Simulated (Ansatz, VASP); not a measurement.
**Si2Ni: VASP beside Ansatz**

Contents of INCAR:

```
ALGO = Normal
EDIFF = 1E-7
ENCUT = 520
GGA = PE
ISIF = 2
ISMEAR = -1
ISPIN = 2
LASPH = T
LCHARG = F
LMAXMIX = 4
LORBIT = 11
LREAL = F
LWAVE = F
MAGMOM = 1 0 0
NBANDS = 20
NELM = 150
PREC = Accurate
SIGMA = 0.05
```

KPOINTS

```
k-points
0
Gamma
  9 9 9
```

POSCAR

```
Si2Ni
1.0
    0.0000000000      2.6664684948      2.6664684948
    2.6664684948      0.0000000000      2.6664684948
    2.6664684948      2.6664684948      0.0000000000
Ni Si
1 2
Direct
    0.0000000000      0.0000000000      0.0000000000
    0.7500000000      0.7500000000      0.7500000000
    0.2500000000      0.2500000000      0.2500000000
```

input.yaml

```yaml
crystal:
  lattice:
    - [0.0, 2.6664684948, 2.6664684948]
    - [2.6664684948, 0.0, 2.6664684948]
    - [2.6664684948, 2.6664684948, 0.0]
  atoms:
    - { symbol: Ni, position: [0.0, 0.0, 0.0], spin: 1.0 }
    - { symbol: Si, position: [0.75, 0.75, 0.75] }
    - { symbol: Si, position: [0.25, 0.25, 0.25] }
hamiltonian:
  xc: pbe
  pseudopotentials: { kind: paw }
magnetization:
  spin_polarized: true
kpoints:
  mp_grid: { grid: [9, 9, 9] }
scf:
  occupations: { method: fermi_dirac, width: 0.05 }
output:
  forces: true
  stress: true
  eigenvalues: true
  write_density: true
  write_potential: true
  elf: true
  volumetric_format: npy
```

Change from the starting cell: volume scaled by 0.96.

Alike in both runs: task single point; functional PBE; k mesh 9 × 9 × 9; occupations fermi-dirac, width 0.05 eV; collinear spin, ferromagnetic start.

```csv
,VASP,Ansatz
version,VASP 6.6.1,Ansatz 0.2.0
potentials or method,"VASP PAW PBE potentials, release 64 (Ni, Si)",Ansatz PAW
plane-wave cutoff (eV),520,420
valence electrons in the cell,18,26
```

|  | VASP | Ansatz | Ansatz less VASP |
| --- | --- | --- | --- |
| gap on the k mesh at the Fermi level (eV) | none | none | - |
| pressure (GPa) | 10.7 | 10.8 | +0.08 |
| net moment per atom (μB) | 0.00 | 0.00 | 0.000 |

A gap of «none» marks a metal or a gap that the smearing closes. The two sets of potentials don't hold the same shells in valence.

Caveats: the starting moments weren't kept (Ansatz).
